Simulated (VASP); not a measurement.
# Mo (Im-3m) in VASP: a series of runs

The runs below take Mo through single point, with PBEsol.

Program: VASP 6.6.1. These are calculated values, not measurements. Logs are shortened: lines on timing, memory, paths and dates and some standing lists are left out, and cuts for length are marked.

## 1. The undisturbed crystal

It takes space group Im-3m (No. 229, cubic). The conventional cell has a = 3.147 Å, b = 3.147 Å, c = 3.147 Å, α = 90.00°, β = 90.00°, γ = 90.00°. Around Mo (site symmetry m-3m) lie 8 Mo at 2.73 Å.

## 2. Single point, PBEsol (a relaxed cell with its volume scaled by 0.94)

INCAR reads:

```
SYSTEM = Mo
PREC = Accurate
ENCUT = 520
EDIFF = 1E-7
ISMEAR = 0
SIGMA = 0.1
LREAL = .False.
LASPH = .True.
NELM = 100
ALGO = Fast
ISIF = 2
LWAVE = .False.
LCHARG = .False.
GGA = PS
NBANDS = 13
```

KPOINTS reads:

```
regular mesh
0
Gamma
  18 18 18
  0 0 0
```

POSCAR reads:

```
Mo                                      
1.0
   -1.5337219113      1.5337219113      1.5337219113
    1.5337219113     -1.5337219113      1.5337219113
    1.5337219113      1.5337219113     -1.5337219113
  Mo            
     1
Direct
     0.0000000000000000    0.0000000000000000    0.0000000000000000
```

Potentials or basis: VASP PAW PBE potentials, release 64 (Mo_sv).

On the command line:

```console
> cat potpaw_PBE.64/Mo_sv/POTCAR > POTCAR
> mpirun -np 1 vasp_std > vasp.out
```

OUTCAR:

```text
SYSTEM = Mo
   PREC = Accurate
   ENCUT = 520
   EDIFF = 1E-7
   ISMEAR = 0
   LREAL = .False.
   LASPH = .True.
   NELM = 100
   ISIF = 2
   GGA = PS

 ion  position               nearest neighbor table
   1  0.000  0.000  0.000-

  LATTYP: Found a body centered cubic cell.
 ALAT       =     3.0674438226

  Lattice vectors:

 A1 = (  -1.5337219113,   1.5337219113,   1.5337219113)
 A2 = (   1.5337219113,  -1.5337219113,   1.5337219113)
 A3 = (   1.5337219113,   1.5337219113,  -1.5337219113)

Analysis of symmetry for initial positions (statically):
=====================================================================
 Subroutine PRICEL returns:
 Original cell was already a primitive cell.

 Routine SETGRP: Setting up the symmetry group for a
 body centered cubic supercell.

 Subroutine GETGRP returns: Found 48 space group operations
 (whereof 48 operations were pure point group operations)
 out of a pool of 48 trial point group operations.

The static configuration has the point symmetry O_h .

Analysis of symmetry for dynamics (positions and initial velocities):
=====================================================================
 Subroutine PRICEL returns:
 Original cell was already a primitive cell.

 Routine SETGRP: Setting up the symmetry group for a
 body centered cubic supercell.

 Subroutine GETGRP returns: Found 48 space group operations
 (whereof 48 operations were pure point group operations)
 out of a pool of 48 trial point group operations.

The dynamic configuration has the point symmetry O_h .

 Subroutine INISYM returns: Found 48 space group operations
 (whereof 48 operations are pure point group operations),
 and found     1 'primitive' translations

----------------------------------------------------------------------------------------

                                     Primitive cell

  volume of cell :      14.4311

  direct lattice vectors                    reciprocal lattice vectors
    -1.533721911  1.533721911  1.533721911     0.000000000  0.326004340  0.326004340
     1.533721911 -1.533721911  1.533721911     0.326004340  0.000000000  0.326004340
     1.533721911  1.533721911 -1.533721911     0.326004340  0.326004340  0.000000000

  length of vectors
     2.656484275  2.656484275  2.656484275     0.461039760  0.461039760  0.461039760

  position of ions in fractional coordinates (direct lattice)
     0.000000000  0.000000000  0.000000000

  ion indices of the primitive-cell ions
   primitive index   ion index
                 1           1

----------------------------------------------------------------------------------------

 KPOINTS: regular mesh

Automatic generation of k-mesh.
 Grid dimensions read from file:
 generate k-points for:   18   18   18

 Generating k-lattice:

  Cartesian coordinates                     Fractional coordinates (reciprocal lattice)
     0.000000000  0.018111352  0.018111352     0.055555556  0.000000000  0.000000000
     0.018111352  0.000000000  0.018111352     0.000000000  0.055555556  0.000000000
     0.018111352  0.018111352  0.000000000     0.000000000  0.000000000  0.055555556

  Length of vectors
     0.025613320  0.025613320  0.025613320

  Shift w.r.t. Gamma in fractional coordinates (k-lattice)
     0.000000000  0.000000000  0.000000000

 Subroutine IBZKPT returns following result:
 ===========================================

 Found    195 irreducible k-points:

 Following reciprocal coordinates:
            Coordinates               Weight
  0.000000  0.000000  0.000000      1.000000
  0.055556  0.000000  0.000000     12.000000
  0.111111  0.000000  0.000000     12.000000
  0.166667  0.000000  0.000000     12.000000
  0.222222  0.000000  0.000000     12.000000
  0.277778  0.000000  0.000000     12.000000
[... 16 lines left out ...]
  0.333333  0.111111  0.000000     48.000000
  0.388889  0.111111  0.000000     48.000000
 [... further k-points ...]
   k-points           NKPTS =    195   k-points in BZ     NKDIM =    195   number of bands    NBANDS=     13
   number of dos      NEDOS =    301   number of ions     NIONS =      1
   total plane-waves  NPLWV =   8000
   dimension x,y,z NGX =    20 NGY =   20 NGZ =   20
   dimension x,y,z NGXF=    40 NGYF=   40 NGZF=   40
   ions per type =               1
   NGX,Y,Z   is equivalent  to a cutoff of  12.52, 12.52, 12.52 a.u.
   NGXF,Y,Z  is equivalent  to a cutoff of  25.03, 25.03, 25.03 a.u.
 SYSTEM =  Mo
   PREC   = accura    normal or accurate (medium, high low for compatibility)
   ISTART =      0    job   : 0-new  1-cont  2-samecut
   ICHARG =      2    charge: 1-file 2-atom 10-const
   ISPIN  =      1    spin polarized calculation?
   LNONCOLLINEAR =      F non collinear calculations
   LSORBIT =      F    spin-orbit coupling
   LASPH  =      T    aspherical Exc in radial PAW
   ENCUT  =  520.0 eV  38.22 Ry    6.18 a.u.   4.94  4.94  4.94*2*pi/ulx,y,z
   NELM   =    100;   NELMIN=  2; NELMDL= -5     # of ELM steps
   EDIFF  = 0.1E-06   stopping-criterion for ELM
   LREAL  =      F    real-space projection
   EDIFFG = 0.1E-05   stopping-criterion for IOM
   NSW    =      0    number of steps for IOM
   IBRION =     -1    ionic relax: 0-MD 1-quasi-New 2-CG
   NFREE  =      0    steps in history (QN), initial steepest desc. (CG)
   ISIF   =      2    stress and relaxation
   ISYM   =      2    0-nonsym 1-usesym 2-fastsym
   POTIM  = 0.5000    time-step for ionic-motion
   TEBEG  =    0.0;   TEEND  =   0.0 temperature during run
   PSTRESS=    0.0 pullay stress
   NELECT =      14.0000    total number of electrons
   NUPDOWN=      -1.0000    fix difference up-down
   EMIN   =  10.00;   EMAX   =-10.00  energy-range for DOS
   EFERMI =   0.00;   METHOD = LEGACY
   ISMEAR =     0;   SIGMA  =   0.10  broadening in eV -4-tet -1-fermi 0-gaus
   EFERMI_NEDOS =   21; number of points for ismear=-14 and -15
   IALGO  =     68    algorithm
   IMIX   =      4    mixing-type and parameters
     AMIX     =   0.40;   BMIX     =  1.00
     AMIX_MAG =   1.60;   BMIX_MAG =  1.00
  volume/ion in A,a.u.               =      14.43        97.39
  Fermi-wavevector in a.u.,A,eV,Ry     =   1.620631  3.062549 35.734965  2.626446
  Thomas-Fermi vector in A             =   2.714539
   LORBIT       =      0    0 simple, 1 ext, 2 COOP (PROOUT), +10 PAW based schemes
   GGA     = PS    functional components
   LHFCALC =     F    Hartree Fock is set to
   AEXX    =    0.0000 exact exchange contribution
   IVDW    =     0    specifies the selected vdW correction
   LEPSILON=     F    determine dielectric tensor
   LRPA    =     F    only Hartree local field effects (RPA)
 non-spin polarized calculation
 RMM-DIIS sequential band-by-band and
 Gauss-broadening in eV      SIGMA  =   0.10
  energy-cutoff  :      520.00
  volume of cell :       14.43
 maximum number of plane-waves:       402
   NGX =  9   NGY =  9   NGZ =  9

 number of electron      13.9999999 magnetization

 Free energy of the ion-electron system (eV)
  ---------------------------------------------------
  ext. energy  EPLUGINS =         0.00000000
  ---------------------------------------------------
  free energy    TOTEN  =       -11.72340685 eV

  energy without entropy =      -11.72154234  energy(sigma->0) =      -11.72247459

 E-fermi :  13.8261     XC(G=0): -13.9859

 val. band max:       13.8043625422   @ k =  -0.3889   0.4444   0.2778
 cond. band min:      13.8683923147   @ k =  -0.3333   0.3889   0.2778
 fundamental gap:      0.0640297725
 Fermi energy:        13.8261169597

 k-point     1 :       0.0000    0.0000    0.0000
  band No.  band energies     occupation
      1     -47.4301      2.00000
      2     -20.5053      2.00000
      3     -20.5053      2.00000
      4     -20.5053      2.00000
      5       6.2638      2.00000
      6      12.2595      2.00000
      7      12.2595      2.00000
      8      12.2595      2.00000
      9      15.5840      0.00000
     10      15.5840      0.00000
     11      28.7053      0.00000
     12      28.7053      0.00000
     13      28.7053      0.00000

 k-point     2 :       0.0556    0.0000    0.0000
  band No.  band energies     occupation
      1     -47.4194      2.00000
      2     -20.5645      2.00000
      3     -20.5232      2.00000
      4     -20.5058      2.00000
      5       6.4148      2.00000
      6      12.1709      2.00000
      7      12.2450      2.00000
      8      12.4030      2.00000
      9      15.4469      0.00000
     10      15.5850      0.00000
     11      28.8268      0.00000
     12      28.9604      0.00000
     13      29.0391      0.00000

 k-point     3 :       0.1111    0.0000    0.0000
  band No.  band energies     occupation
      1     -47.3884      2.00000
      2     -20.7330      2.00000
      3     -20.5744      2.00000
      4     -20.5075      2.00000
      5       6.8422      2.00000
      6      11.9256      2.00000
      7      12.1821      2.00000
      8      12.8276      2.00000
      9      15.1507      0.00000
     10      15.5948      0.00000
     11      29.1276      0.00000
     12      29.7033      0.00000
     13      29.8860      0.00000

 k-point     4 :       0.1667    0.0000    0.0000
  band No.  band energies     occupation
      1     -47.3405      2.00000
      2     -20.9859      2.00000
      3     -20.6522      2.00000
      4     -20.5100      2.00000
      5       7.4579      2.00000
      6      11.5747      2.00000
      7      12.0578      2.00000
      8      13.5153      1.99999
      9      14.9308      0.00000
     10      15.6295      0.00000
     11      29.3848      0.00000
     12      30.8050      0.00000
     13      30.8761      0.00000

 k-point     5 :       0.2222    0.0000    0.0000
  band No.  band energies     occupation
      1     -47.2812      2.00000
      2     -21.2881      2.00000
      3     -20.7462      2.00000
      4     -20.5132      2.00000
      5       8.0726      2.00000
      6      11.1787      2.00000
      7      12.0085      2.00000
      8      14.4344      0.00000
      9      14.9296      0.00000
     10      15.7060      0.00000
     11      29.2282      0.00000
     12      31.1260      0.00000
     13      32.4056      0.00000
[... 257 lines left out ...]
 k-point    22 :       0.2778    0.1111   -0.0000
  band No.  band energies     occupation
      1     -47.1408      2.00000
      2     -21.8831      2.00000
      3     -20.9774      2.00000
      4     -20.5952      2.00000
      5       8.7840      2.00000
      6      10.5299      2.00000
      7      12.4045      2.00000
      8      15.0618      0.00000
      9      16.3228      0.00000
     10      17.6132      0.00000
     11      27.9480      0.00000
     12      29.3792      0.00000
     13      34.2179      0.00000

 k-point    23 :       0.3333    0.1111    0.0000
  band No.  band energies     occupation
      1     -47.0939      2.00000
      2     -22.0770      2.00000
      3     -21.0679      2.00000
      4     -20.6001      2.00000
      5       8.5817      2.00000
      6      10.3029      2.00000
      7      13.2423      2.00000
      8      15.3835      0.00000
      9      16.5269      0.00000
     10      18.8621      0.00000
     11      27.1012      0.00000
     12      28.0959      0.00000
     13      32.8590      0.00000

 k-point    24 :       0.3889    0.1111    0.0000
  band No.  band energies     occupation
      1     -47.0631      2.00000
      2     -22.2018      2.00000
      3     -21.1269      2.00000
      4     -20.6031      2.00000
      5       8.4051      2.00000
      6      10.1637      2.00000
      7      13.9216      0.17709
      8      15.5215      0.00000
      9      16.8292      0.00000
     10      19.8370      0.00000
     11      26.4838      0.00000
     12      27.0730      0.00000
     13      31.8570      0.00000

 [... further k-points ...]

------------------------ aborting loop because EDIFF is reached ----------------------------------------

  FORCE on cell =-STRESS in cart. coord.  units (eV):
  Direction    XX          YY          ZZ          XY          YZ          ZX
  --------------------------------------------------------------------------------------
  -------------------------------------------------------------------------------------
  Total        1.7983715      1.7983715      1.7983715      0.0000000     -0.0000000      0.0000000
  in kB      199.6595777    199.6595777    199.6595777      0.0000000     -0.0000000      0.0000000
  external PRESSURE =     199.6595777 kB  Pullay stress =       0.0000000 kB

 VOLUME and BASIS-vectors are now :
 -----------------------------------------------------------------------------
  energy-cutoff  :      520.00
  volume of cell :       14.43
      direct lattice vectors                 reciprocal lattice vectors
    -1.533721911  1.533721911  1.533721911     0.000000000  0.326004340  0.326004340
     1.533721911 -1.533721911  1.533721911     0.326004340  0.000000000  0.326004340
     1.533721911  1.533721911 -1.533721911     0.326004340  0.326004340  0.000000000

 POSITION                                       TOTAL-FORCE (eV/Angst)
 -----------------------------------------------------------------------------------
      0.00000      0.00000      0.00000         0.000000      0.000000     -0.000000
 -----------------------------------------------------------------------------------
    total drift:                                0.000000     -0.000000      0.000000

  FREE ENERGIE OF THE ION-ELECTRON SYSTEM (eV)
  ---------------------------------------------------
  free  energy   TOTEN  =       -11.7234068485 eV

  energy  without entropy=      -11.7215423363  energy(sigma->0) =      -11.72247459
```

Run time: 13 s. Hardware: 1 thread of Intel Xeon 6975P-C (Granite Rapids), shared host; peak memory 0.15 GiB.

Results:

| Property | Result |
| --- | --- |
| Free energy | -11.7234 eV |
| Pressure | 20.0 GPa |
| Band gap on the k mesh | none (metal or under the smearing width) |

Caveat: so large a pressure means that the cell lies far from this level's equilibrium, or that cutoff or potentials fall short; the potentials were made for another functional, which shifts forces and pressure.

## 3. Single point, PBEsol (a relaxed cell with its volume scaled by 1.06)

INCAR is that of step 2.

KPOINTS is that of step 2.

POSCAR reads:

```
Mo                                      
1.0
   -1.5963910807      1.5963910807      1.5963910807
    1.5963910807     -1.5963910807      1.5963910807
    1.5963910807      1.5963910807     -1.5963910807
  Mo            
     1
Direct
     0.0000000000000000    0.0000000000000000    0.0000000000000000
```

Potentials or basis: VASP PAW PBE potentials, release 64 (Mo_sv).

On the command line:

```console
> cat potpaw_PBE.64/Mo_sv/POTCAR > POTCAR
> mpirun -np 1 vasp_std > vasp.out
```

Wall time 14 s (1 thread of Intel Xeon 6975P-C (Granite Rapids), shared host); peak memory 0.16 GiB.

It converged, with:

```yaml
Free_energy: -11.7347 eV
Pressure: -14.4 GPa
Band_gap_on_the_k_mesh: none (metal or under the smearing width)
```

Levels at points of the mesh, in eV from the Fermi level:
| k point | band 3 | band 4 | band 5 | band 6 | band 7 | band 8 | band 9 | band 10 | band 11 | band 12 |
| --- | --- | --- | --- | --- | --- | --- | --- | --- | --- | --- |
| (0.00, 0.00, 0.00) | -34.57 | -34.57 | -7.15 | -1.30 | -1.30 | -1.30 | 1.57 | 1.57 | 14.74 | 14.74 |
| (0.50, 0.00, 0.00) | -34.97 | -34.58 | -5.12 | -3.23 | 1.46 | 1.58 | 2.18 | 4.50 | 11.02 | 11.84 |
| (0.50, 0.50, 0.50) | -35.43 | -35.43 | -5.17 | -5.17 | 3.78 | 3.78 | 3.78 | 8.71 | 8.71 | 8.71 |

Caveat: the PAW data sets were made with another functional, which shifts forces and pressure a little.
